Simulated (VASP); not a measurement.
# ZnSe (F-43m) in VASP: Born charges and dielectric tensor with LDA

Aim: the Born charges and dielectric tensor of ZnSe with LDA.

All numbers are computed with VASP 6.6.1; they aren't measurements. Logs are shortened: lines on timing, memory, paths and dates and some standing lists are left out, and cuts for length are marked.

**The experiment to reproduce.**

From “Alloy Disordering Effects on the Thermal Conductivity and Energy Gap Temperature Dependence of Cd1−xZnxSe Ternary Crystals Grown by the Bridgman Method”, 2023, pmc:10253836, for a bulk crystal of ZnSe at 300 K: band gap 2.695 ± 0.003 eV (an exciton energy, a little under the gap).

A printed reference work, textbook reports, for a bulk crystal of ZnSe: high-frequency dielectric constant 5.9.

The results are compared with them further down.

## (1) Starting point

The structure is cubic, space group F-43m (No. 216). Conventional cell: a = 5.813 Å, b = 5.813 Å, c = 5.813 Å, α = 90.00°, β = 90.00°, γ = 90.00°. Zn (site symmetry -43m) is surrounded by 4 Se at 2.52 Å. Around Se (site symmetry -43m) lie 4 Zn at 2.52 Å.

The cell is a database's computed one.

## (2) Born charges and dielectric tensor, LDA

Input file INCAR:

```
PREC = Accurate ; ENCUT = 600
EDIFF = 1E-8 ; ISMEAR = 0
SIGMA = 0.02 ; LREAL = False
LASPH = True ; NELM = 80
ALGO = Fast ; ISIF = 2
LWAVE = False ; LCHARG = False
GGA = CA ; LEPSILON = True
IBRION = 8 ; NSW = 1
```

Input file KPOINTS:

```
Automatic mesh
0
Gamma
  8 8 8
```

Input file POSCAR:

```
ZnSe
1.0
    0.0000000000      2.9067300000      2.9067300000
    2.9067300000      0.0000000000      2.9067300000
    2.9067300000      2.9067300000      0.0000000000
Zn Se
1 1
Direct
    0.0000000000      0.0000000000      0.0000000000
    0.2500000000      0.2500000000      0.2500000000
```

Potentials or basis: VASP PAW LDA potentials, release 64 (Zn, Se).

Launch:

```bash
cat potpaw_LDA.64/Zn/POTCAR potpaw_LDA.64/Se/POTCAR > POTCAR
mpirun -np 1 vasp_std > vasp.out
```

OUTCAR:

```text
PREC = Accurate
   ENCUT = 600
   EDIFF = 1E-8
   ISMEAR = 0
   LREAL = False
   LASPH = True
   NELM = 80
   ISIF = 2
   GGA = CA
   LEPSILON = True
   IBRION = 8
   NSW = 1

 ion  position               nearest neighbor table
   1  0.000  0.000  0.000-   2 2.52   2 2.52   2 2.52   2 2.52
   2  0.250  0.250  0.250-   1 2.52   1 2.52   1 2.52   1 2.52

  LATTYP: Found a face centered cubic cell.
 ALAT       =     5.8134600000

  Lattice vectors:

 A1 = (   0.0000000000,   2.9067300000,   2.9067300000)
 A2 = (   2.9067300000,   0.0000000000,   2.9067300000)
 A3 = (   2.9067300000,   2.9067300000,   0.0000000000)

Analysis of symmetry for initial positions (statically):
=====================================================================
 Subroutine PRICEL returns:
 Original cell was already a primitive cell.

 Routine SETGRP: Setting up the symmetry group for a
 face centered cubic supercell.

 Subroutine GETGRP returns: Found 24 space group operations
 (whereof 24 operations were pure point group operations)
 out of a pool of 48 trial point group operations.

The static configuration has the point symmetry T_d .

Analysis of symmetry for dynamics (positions and initial velocities):
=====================================================================
 Subroutine PRICEL returns:
 Original cell was already a primitive cell.

 Routine SETGRP: Setting up the symmetry group for a
 face centered cubic supercell.

 Subroutine GETGRP returns: Found 24 space group operations
 (whereof 24 operations were pure point group operations)
 out of a pool of 48 trial point group operations.

The dynamic configuration has the point symmetry T_d .

 Subroutine INISYM returns: Found 24 space group operations
 (whereof 24 operations are pure point group operations),
 and found     1 'primitive' translations

----------------------------------------------------------------------------------------

                                     Primitive cell

  volume of cell :      49.1184

  direct lattice vectors                    reciprocal lattice vectors
     0.000000000  2.906730000  2.906730000    -0.172014601  0.172014601  0.172014601
     2.906730000  0.000000000  2.906730000     0.172014601 -0.172014601  0.172014601
     2.906730000  2.906730000  0.000000000     0.172014601  0.172014601 -0.172014601

  length of vectors
     4.110736988  4.110736988  4.110736988     0.297938028  0.297938028  0.297938028

  position of ions in fractional coordinates (direct lattice)
     0.000000000  0.000000000  0.000000000
     0.250000000  0.250000000  0.250000000

  ion indices of the primitive-cell ions
   primitive index   ion index
                 1           1
                 2           2

----------------------------------------------------------------------------------------

 KPOINTS: Automatic mesh

Automatic generation of k-mesh.
 Grid dimensions read from file:
 generate k-points for:    8    8    8

 Generating k-lattice:

  Cartesian coordinates                     Fractional coordinates (reciprocal lattice)
    -0.021501825  0.021501825  0.021501825     0.125000000  0.000000000  0.000000000
     0.021501825 -0.021501825  0.021501825     0.000000000  0.125000000  0.000000000
     0.021501825  0.021501825 -0.021501825     0.000000000  0.000000000  0.125000000

  Length of vectors
     0.037242253  0.037242253  0.037242253

  Shift w.r.t. Gamma in fractional coordinates (k-lattice)
     0.000000000  0.000000000  0.000000000

 Subroutine IBZKPT returns following result:
 ===========================================

 Found     29 irreducible k-points:

 Following reciprocal coordinates:
            Coordinates               Weight
  0.000000  0.000000  0.000000      1.000000
[... 491 lines left out ...]
      direct lattice vectors                 reciprocal lattice vectors
     0.000000000  2.906730000  2.906730000    -0.172014601  0.172014601  0.172014601
     2.906730000  0.000000000  2.906730000     0.172014601 -0.172014601  0.172014601
     2.906730000  2.906730000  0.000000000     0.172014601  0.172014601 -0.172014601

 POSITION                                       TOTAL-FORCE (eV/Angst)
 -----------------------------------------------------------------------------------
      0.00000      0.00000      0.00000        -0.000000     -0.000000     -0.000000
      1.45337      1.45337      1.45337         0.000000      0.000000      0.000000
 -----------------------------------------------------------------------------------
    total drift:                                0.000000      0.000000      0.000000

  FREE ENERGIE OF THE ION-ELECTRON SYSTEM (eV)
  ---------------------------------------------------
  free  energy   TOTEN  =        -7.2370587786 eV

  energy  without entropy=       -7.2370587786  energy(sigma->0) =       -7.23705878

 HEAD OF MICROSCOPIC STATIC DIELECTRIC TENSOR (INDEPENDENT PARTICLE, excluding Hartree and local field effects)
 ------------------------------------------------------
          10.919016    -0.000000     0.000000
           0.000000    10.919016    -0.000000
           0.000000     0.000000    10.919016
 ------------------------------------------------------

 Free energy of the ion-electron system (eV)
  ---------------------------------------------------
  ---------------------------------------------------
  free energy    TOTEN  =        -1.33678665 eV

  energy without entropy =       -1.33678665

------------------------ aborting loop because EDIFF is reached ----------------------------------------

--------------------------------------- Ionic step        2  -------------------------------------------

------------------------ aborting loop because EDIFF is reached ----------------------------------------

--------------------------------------- Ionic step        3  -------------------------------------------

------------------------ aborting loop because EDIFF is reached ----------------------------------------

 PIEZOELECTRIC TENSOR FIELD DIRECTION 3  (e Angst)
 -----------------------------------------------------------------------------
    -0.00029 -2.41836  0.00000           (  0.00000  0.03640  0.00000)
    -2.41836 -0.00029  0.00000           (  0.03640  0.00000  0.00000)
     0.00000  0.00000 -0.00133           (  0.00000  0.00000 -0.00000)

 PIEZOELECTRIC TENSOR FIELD DIRECTION 3  (C/m^2)
 -----------------------------------------------------------------------------
    -0.00010 -0.78884  0.00000
    -0.78884 -0.00010  0.00000
     0.00000  0.00000 -0.00043

--------------------------------------- Ionic step        4  -------------------------------------------

------------------------ aborting loop because EDIFF is reached ----------------------------------------

[... ionic steps 5 to 6 ...]

--------------------------------------- Ionic step        7  -------------------------------------------

 Free energy of the ion-electron system (eV)
  ---------------------------------------------------
  ---------------------------------------------------
  free energy    TOTEN  =        -0.08303506 eV

  energy without entropy =       -0.08303506

------------------------ aborting loop because EDIFF is reached ----------------------------------------

 INTERNAL STRAIN TENSOR  FOR ION    2  DIRECTION 1   (eV/Angst):
 -----------------------------------------------------------------------------
     0.00921  0.00000  0.00000
     0.00000  0.00030 -2.06742
     0.00000 -2.06742  0.00030

 MACROSCOPIC STATIC DIELECTRIC TENSOR (including local field effects in DFT)
 ------------------------------------------------------
          10.392220     0.000000     0.000000
           0.000000    10.392220    -0.000000
           0.000000     0.000000    10.392220
 ------------------------------------------------------

 PIEZOELECTRIC TENSOR (including local field effects)  for field in x, y, z        (e  Angst)
          XX          YY          ZZ          XY          YZ          ZX
  --------------------------------------------------------------------------------
  x     0.00000    -0.00000    -0.00000     0.00000    -2.43328    -0.00000
  y     0.00000     0.00000    -0.00000     0.00000     0.00000    -2.43328
  z     0.00000    -0.00000     0.00000    -2.43328     0.00000     0.00000

 PIEZOELECTRIC TENSOR (including local field effects)  for field in x, y, z        (C/m^2)
          XX          YY          ZZ          XY          YZ          ZX
  --------------------------------------------------------------------------------
  x     0.00000    -0.00000    -0.00000     0.00000    -0.79370    -0.00000
  y     0.00000     0.00000    -0.00000     0.00000     0.00000    -0.79370
  z     0.00000    -0.00000     0.00000    -0.79370     0.00000     0.00000

 BORN EFFECTIVE CHARGES (including local field effects) (in |e|, cummulative output)
 ---------------------------------------------------------------------------------
 ion    1
    1     2.23817     0.00000    -0.00000
    2     0.00000     2.23817     0.00000
    3    -0.00000     0.00000     2.23817
 ion    2
    1    -2.23817     0.00000     0.00000
    2     0.00000    -2.23817     0.00000
    3     0.00000    -0.00000    -2.23817

 INTERNAL STRAIN TENSOR FOR ION    2 for displacements in x,y,z  (eV/Angst):
          X           Y           Z          XY          YZ          ZX
  --------------------------------------------------------------------------------
  x    -0.00000    -0.00000    -0.00000     0.00000    -2.06742     0.00000
  y     0.00000    -0.00000     0.00000     0.00000     0.00000    -2.06742
  z    -0.00000    -0.00000    -0.00000    -2.06742     0.00000     0.00000

 SECOND DERIVATIVES (NOT SYMMETRIZED)
 ------------------------------------
               1X          1Y          1Z          2X          2Y          2Z
  1X    -4.020730    0.000000    0.000000    4.020730    0.000000    0.000000
  1Y     0.000000   -4.020730    0.000000    0.000000    4.020730    0.000000
  1Z     0.000000    0.000000   -4.020730    0.000000    0.000000    4.020730
  2X     3.998321    0.000000    0.000000   -3.998321    0.000000    0.000000
  2Y     0.000000    3.998321    0.000000    0.000000   -3.998321    0.000000
  2Z     0.000000    0.000000    3.998321    0.000000    0.000000   -3.998321

 Eigenvectors and eigenvalues of the dynamical matrix
 ----------------------------------------------------

   1 f  =    5.234845 THz    32.891500 2PiTHz  174.615629 cm-1    21.649569 meV
             X         Y         Z           dx          dy          dz
      0.000000  0.000000  0.000000     0.000000    0.740532    0.000000
      1.453365  1.453365  1.453365     0.000000   -0.672021    0.000000
[... 21 lines left out ...]
   6 f/i=    0.007280 THz     0.045742 2PiTHz    0.242836 cm-1     0.030108 meV
             X         Y         Z           dx          dy          dz
      0.000000  0.000000  0.000000     0.000000    0.000000   -0.672021
      1.453365  1.453365  1.453365     0.000000    0.000000   -0.740532

--------------------------------------------------------------------------------------------------------

 MACROSCOPIC STATIC DIELECTRIC TENSOR IONIC CONTRIBUTION
 ------------------------------------------------------
           4.602708     0.000000    -0.000000
           0.000000     4.602708     0.000000
          -0.000000     0.000000     4.602708
 ------------------------------------------------------

 ELASTIC MODULI CONTR FROM IONIC RELAXATION (kBar)
 Direction    XX          YY          ZZ          XY          YZ          ZX
 --------------------------------------------------------------------------------
 XX          -0.0000     -0.0000     -0.0000      0.0000      0.0000      0.0000
 YY          -0.0000     -0.0000     -0.0000      0.0000      0.0000      0.0000
 ZZ          -0.0000     -0.0000     -0.0000      0.0000      0.0000      0.0000
 XY           0.0000      0.0000      0.0000    -34.9560      0.0000      0.0000
 YZ           0.0000      0.0000      0.0000      0.0000    -34.9560      0.0000
 ZX           0.0000      0.0000      0.0000      0.0000      0.0000    -34.9560
 --------------------------------------------------------------------------------

 PIEZOELECTRIC TENSOR IONIC CONTR  for field in x, y, z        (C/m^2)
          XX          YY          ZZ          XY          YZ          ZX
  --------------------------------------------------------------------------------
  x    -0.00000    -0.00000    -0.00000    -0.00000     0.37743     0.00000
  y    -0.00000    -0.00000    -0.00000     0.00000     0.00000     0.37743
  z    -0.00000    -0.00000    -0.00000     0.37743    -0.00000     0.00000
```

It took 15 min on 1 thread of Intel Xeon Platinum 8375C at 2.90GHz (Ice Lake), shared host; peak memory 0.36 GiB.

What came out:

| Item | Value |
| --- | --- |
| Band gap on the k mesh | 0.77 eV, direct |
| Electronic dielectric tensor (diagonal) | 10.39 |
| Born charges (mean of the diagonal) | Zn +2.24; Se -2.24 e |
| Highest phonon frequency at Γ, LO-TO splitting left out | 175 cm⁻¹ |

Phonon frequencies in cm⁻¹ (negative: imaginary):
| q point | frequencies |
| --- | --- |
| (0.000, 0.000, 0.000) | 0 0 0 175 175 175 |

Electronic dielectric tensor:
```
10.39  0.00  0.00
 0.00 10.39  0.00
 0.00  0.00 10.39
```

Born effective charge tensors (e):
atom 1, Zn
```
2.24 0.00 0.00
0.00 2.24 0.00
0.00 0.00 2.24
```
atom 2, Se
```
-2.24  0.00  0.00
 0.00 -2.24  0.00
 0.00  0.00 -2.24
```

## (3) Against experiment

Step 2. A measured gap of ZnSe is 2.695 eV (an exciton energy, a little under the gap; 300 K; “Alloy Disordering Effects on the Thermal Conductivity and Energy Gap Temperature Dependence of Cd1−xZnxSe Ternary Crystals Grown by the Bridgman Method”, 2023, pmc:10253836); the calculated 0.77 eV misses it by -1.92 eV. So large a miss can be the level of theory's own, or it may mean another phase, state or a wrong row. Spin-orbit coupling on Se is left out. The value is that of LDA, without temperature or zero-point motion. Semilocal functionals fall short of measured gaps as a rule. The cell is a database's relaxed one, not the measured one, which moves gaps too. A measured high-frequency dielectric constant of ZnSe is 5.9 (a printed reference work, textbook); the calculated 10.39 misses it by +76.1 %. So large a miss can be the level of theory's own, or it may mean another phase, state or a wrong row.
